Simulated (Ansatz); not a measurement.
An Ansatz input:

```yaml
crystal:
  lattice:
    - [4.4172778822, 0.0, 0.0]
    - [-2.2086389411, 3.8254748616, 0.0]
    - [0.0, 0.0, 14.4352086252]
  atoms:
    - { symbol: Ba, position: [0.0, 1.0, 1.0] }
    - { symbol: Ba, position: [0.0, 1.0, 0.5] }
    - { symbol: Ba, position: [0.3333333333, 0.6666666667, 0.25] }
    - { symbol: Ba, position: [0.6666666667, 0.3333333333, 0.75] }
hamiltonian:
  xc: rpbe
  pseudopotentials:
    kind: paw
    azcp:
      Ba: "pseudopotentials/Ba.paw.azcp"
basis:
  ecutwfc: 420
  fft_grid_basis: typed
kpoints:
  mp_grid: { grid: [9, 9, 3], shift: [0, 0, 0] }
magnetization:
  spin_polarized: false
scf:
  occupations: { method: fermi_dirac, width: 0.1 }
  lower_state_search: "off"
output:
  stress: true
```

and its output:

```
Engine: ansatz 0.2.0, aarch64-unknown-linux-gnu
Pseudopotentials: kind: paw
Pseudopotential: Ba, paw, valence charge 10, recommended cutoff 420 eV (normal) 
Functional definition: RPBE
  parameter kappa = 0.804
  parameter beta = 0.06672455060314922
  exchange = rpbe_x(kappa = kappa, mu = beta*pi^2/3)
  correlation = pbe_c(beta = beta)
Crystal: 4 atoms, lattice volume = 243.929 Å³
Basis set: ecut = 420 eV, 4783 PW (Γ)
Bands: 24, of which v1, the nominal top of the filled ones, is band 20 counted from 1 (19 counted from 0)
Symmetry: 24 space group operations
Space group: P63/mmc (ITA 194), of the structure as read, at distance tolerance 6.2e-5 Å
k-points: 24 of 243
Non-local potential: Ba, projectors of the file, l = 0: 3, l = 1: 2, l = 2: 2, l = 3: 2
PAW form: soft (Blöchl's): semilocal exchange-correlation on the pseudo side does not see the compensation charge
PAW frozen core: Ba, regenerated for the run's functional, and the local potential with it (the file was generated under x = pbe(κ = 0.804, μ = 0.2195149727645171), c = pbe(β = 0.06672455060314922))
PAW one-centre angular grid: Ba, 194 points (default); XC on 64 Gauss nodes
Initial density: superposition of atomic densities (neutral atoms: chi_scale 0, normalization atom), corrected by the library's trained network
Initial wavefunctions: pseudopotential atomic-orbital guess
Functional: x = rpbe, c = pbe(β = 0.06672455060314922)
SCF iter   1: F=—  HF=-23836.739597 eV  |F-HF|=—  |Δ(HF+E_count)|=         —  Δρ=1.58e-3  dr2=1.01e-2  ethr=1.77e-3  ⟨swp⟩=8.4  Hψ=6713  notcnv=0
automatic band count: the SCF goes on with 28 bands, as 24 were too few: the levels above may hold too much charge
SCF iter   2: F=—  HF=-23836.742138 eV  |F-HF|=—  |Δ(HF+E_count)|=   2.54e-3  Δρ=1.09e-3  dr2=5.06e-3  ethr=2.53e-5  ⟨swp⟩=2.3  Hψ=1309  notcnv=0
SCF iter   3: F=—  HF=-23836.743477 eV  |F-HF|=—  |Δ(HF+E_count)|=   1.34e-3  Δρ=2.64e-4  dr2=3.56e-4  ethr=1.27e-5  ⟨swp⟩=2.2  Hψ=888  notcnv=0
SCF iter   4: F=—  HF=-23836.743448 eV  |F-HF|=—  |Δ(HF+E_count)|=   2.84e-5  Δρ=1.25e-4  dr2=3.78e-5  ethr=8.90e-7  ⟨swp⟩=1.8  Hψ=935  notcnv=0
SCF iter   5: F=—  HF=-23836.743488 eV  |F-HF|=—  |Δ(HF+E_count)|=   3.94e-5  Δρ=1.33e-5  dr2=3.49e-7  ethr=9.46e-8  ⟨swp⟩=3.0  Hψ=1309  notcnv=0
SCF iter   6: F=-23836.743488 eV  HF=-23836.743488 eV  |F-HF|=6.68e-9  |Δ(HF+E_count)|=   4.88e-7  Δρ=2.57e-6  dr2=3.24e-8  ethr=2.50e-10  ⟨swp⟩=5.0  Hψ=2768  notcnv=0
SCF 1 converged in 6 iterations: F = -23836.743488 eV  dr2 = 3.24e-8
SCF converged after 6 iterations
Free energy (F): -23836.743488 eV
Harris-Foulkes:  -23836.743488 eV  (|F-HF|=6.68e-9)
Internal energy: -23836.513003 eV  (E = F + TS)
E sigma→0 (E₀):  -23836.628246 eV
Entropy (-TS):   -0.230485 eV (-57.621 meV/atom)
Fermi energy:    6.231123 eV
--- Per-component energies (eV) ---
  E_band       = -323.908210
  E_kinetic    = 668.049498
  E_local      = -1475.286369  (includes V_loc(G=0)·N_el)
  E_nonlocal   = 226.226966
  E_hartree    = 466.484001
  E_xc         = -668.596230
  E_vxc        = -535.315986  (∫ρ·V_xc dr)
  E_paw        = -20939.968953  (= ΣΔE_a)
  E_vpaw       = -140.548784  (= ΣTr[D̂ρ^β])
  E_aug_tail   = -0.000007  (compensation charges beyond the density's cutoff)
  E_ewald      = -2113.222120
  E_core_change = -0.199789  (= ΣΔE_core)
  E_smearing   = -0.230485  (= −TS)
  E_closure    = 0.000000  (closes the sum)
  Σ components = -23836.743488   (vs F -23836.743488, Δ=0.00e0)
--- Stress (GPa, compression-positive) ---
        1.188637       0.000000      -0.000000
        0.000000       1.188637       0.000000
       -0.000000       0.000000       1.174732
  P = ⅓ Tr σ = 1.1840 GPa (11.840 kbar)
```
